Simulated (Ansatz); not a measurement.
**SnSe (Fm-3m): how far a G0W0 gap depends on its settings**

How well converged is a G0W0 gap of the published phase of SnSe (Fm-3m)?

Code: Ansatz 0.2.0. G0W0, plane waves. Calculated at 0 K for a non-magnetic cell.

### Step 1. Starting point

The cell was relaxed beforehand with r2SCAN+rVV10.

The symmetry is Fm-3m (No. 225, cubic); a = 5.970 Å in the conventional setting, 26.59 Å³ an atom. Near Sn stand 6 Se at 2.98 Å; near Se stand 6 Sn at 2.98 Å.

Structure file:

```cif
data_structure
_symmetry_space_group_name_H-M 'Fm-3m'
_symmetry_Int_Tables_number 225
_cell_length_a 5.9698
_cell_length_b 5.9698
_cell_length_c 5.9698
_cell_angle_alpha 90.000
_cell_angle_beta 90.000
_cell_angle_gamma 90.000
_cell_volume 212.75
loop_
_atom_site_label
_atom_site_type_symbol
_atom_site_symmetry_multiplicity
_atom_site_Wyckoff_symbol
_atom_site_fract_x
_atom_site_fract_y
_atom_site_fract_z
_atom_site_occupancy
Sn1 Sn 4 a 0.00000 0.00000 0.00000 1
Se1 Se 4 b 0.50000 0.00000 0.00000 1
```

### Step 2. 120 empty bands, 100 eV

input.yaml reads:

```yaml
crystal:
  lattice:
    - [0.0, 2.9848894944, 2.9848894944]
    - [2.9848894944, 0.0, 2.9848894944]
    - [2.9848894944, 2.9848894944, 0.0]
  atoms:
    - { symbol: Sn, position: [0.0, 0.0, 0.0] }
    - { symbol: Se, position: [0.5, 0.5, 0.5] }
kpoints:
  mp_grid: { grid: [6, 6, 6] }
hamiltonian:
  xc: r2scan
scf:
  occupations: { method: fixed }
gw:
  n_empty_bands: 120
  ecut_chi: 100
  qp_bands: [v2, c2]
  qp_kpoints: band_edges
  screening: { model: contour_deformation }
```

### Step 3. 291 empty bands, 180 eV

input.yaml, as its differences from that of step 2:

```diff
@@ -15,4 +15,4 @@
 gw:
-  n_empty_bands: 120
-  ecut_chi: 100
+  n_empty_bands: 291
+  ecut_chi: 180
   qp_bands: [v2, c2]
```

### Step 4. 565 empty bands, 260 eV

input.yaml, as its differences from that of step 3:

```diff
@@ -15,4 +15,4 @@
 gw:
-  n_empty_bands: 291
-  ecut_chi: 180
+  n_empty_bands: 565
+  ecut_chi: 260
   qp_bands: [v2, c2]
```

### Step 5. Starting from HSE06

input.yaml, as its differences from that of step 4:

```diff
@@ -11,3 +11,3 @@
 hamiltonian:
-  xc: r2scan
+  xc: hse06
 scf:
@@ -15,4 +15,4 @@
 gw:
-  n_empty_bands: 565
-  ecut_chi: 260
+  n_empty_bands: 291
+  ecut_chi: 180
   qp_bands: [v2, c2]
```

### Step 6. Starting from PBE

input.yaml, as its differences from that of step 5:

```diff
@@ -11,3 +11,3 @@
 hamiltonian:
-  xc: hse06
+  xc: pbe
 scf:
```

### Step 7. Starting from PBE0

input.yaml, as its differences from that of step 6:

```diff
@@ -11,3 +11,3 @@
 hamiltonian:
-  xc: pbe
+  xc: pbe0
 scf:
```

### Step 8. A plasmon pole in place of the full frequency dependence

input.yaml, as its differences from that of step 7:

```diff
@@ -11,3 +11,3 @@
 hamiltonian:
-  xc: pbe0
+  xc: r2scan
 scf:
@@ -19,2 +19,2 @@
   qp_kpoints: band_edges
-  screening: { model: contour_deformation }
+  screening: { model: godby_needs }
```

### Step 9. A finer mesh, 8×8×8

input.yaml, as its differences from that of step 8:

```diff
@@ -9,3 +9,3 @@
 kpoints:
-  mp_grid: { grid: [6, 6, 6] }
+  mp_grid: { grid: [8, 8, 8] }
 hamiltonian:
@@ -15,6 +15,6 @@
 gw:
-  n_empty_bands: 291
-  ecut_chi: 180
+  n_empty_bands: 86
+  ecut_chi: 80
   qp_bands: [v2, c2]
   qp_kpoints: band_edges
-  screening: { model: godby_needs }
+  screening: { model: contour_deformation }
```

### Step 10. Norm-conserving pseudopotentials

input.yaml, as its differences from that of step 9:

```diff
@@ -9,5 +9,6 @@
 kpoints:
-  mp_grid: { grid: [8, 8, 8] }
+  mp_grid: { grid: [6, 6, 6] }
 hamiltonian:
   xc: r2scan
+  pseudopotentials: { kind: nc }
 scf:
@@ -15,4 +16,4 @@
 gw:
-  n_empty_bands: 86
-  ecut_chi: 80
+  n_empty_bands: 291
+  ecut_chi: 180
   qp_bands: [v2, c2]
```

What does the calculation give? Wanted: for each run, start; potentials; frequencies; empty bands; cutoff; Kohn-Sham gap; G0W0 gap.

The runs gave:

| start | potentials | frequencies | empty bands | cutoff (eV) | mesh | Kohn-Sham gap (eV) | G0W0 gap (eV) |
| --- | --- | --- | --- | --- | --- | --- | --- |
| HSE06 | PAW | full | 291 | 180 | 6×6×6 | 0.53 | 0.54 |
| PBE | PAW | full | 291 | 180 | 6×6×6 | 0.69 | 0.62 |
| PBE0 | PAW | full | 291 | 180 | 6×6×6 | 0.77 | 0.52 |
| r2SCAN | PAW | full | 86 | 80 | 8×8×8 | 0.57 | 0.71 |

Gaps are those on each run's own mesh. Runs that failed or were set aside have no row.

**Reading.** Spin-orbit coupling is left out.
